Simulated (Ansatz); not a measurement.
The system is PbSe (Clausthalite).

```xyz
2
Lattice="0.0000 3.0606 3.0606 3.0606 0.0000 3.0606 3.0606 3.0606 0.0000" Properties=species:S:1:pos:R:3 pbc="T T T"
Pb    0.0000    0.0000    0.0000
Se    3.0606    3.0606    3.0606
```

```yaml
Program: Ansatz 0.2.0
Task: relaxation of cell and atoms
Functional: BLYP
Potentials_or_basis: all-electron LAPW, scalar-relativistic
Basis_error_allowed: 0.001 eV/atom
k_mesh: 8 × 8 × 8
Occupations: fermi-dirac, width 0.05 eV
Spin: no spin polarisation
```

At the start: volume 28.67 Å³/atom.

Problem. Where does the relaxation end?

Solution. Over 5 steps the energy falls by 57.1 meV/atom and the volume is 32.11 Å³/atom (+12.0 %); space group Fm-3m (No. 225, to 0.05 Å).

The path:
```tsv
step	energy change (eV)	largest force (eV/Å)	volume (Å³)
1	0.0000	0.0000	57.34
2	-0.1075	0.0000	66.14
3	-0.1140	0.0000	64.59
4	-0.1142	0.0000	64.23
5	-0.1142	0.0000	64.23
```

Final structure:
```xyz
2
Lattice="0.0000 3.1785 3.1785 3.1785 0.0000 3.1785 3.1785 3.1785 0.0000" Properties=species:S:1:pos:R:3 pbc="T T T"
Pb    0.0000    0.0000    0.0000
Se    3.1785    3.1785    3.1785
```

The cell as given is a measured one (28.67 Å³/atom); BLYP puts the equilibrium volume +12.0 % from it, thermal expansion not counted.

Caveat: the volume moved by +12 % from the deposited cell, more than functionals usually miss.
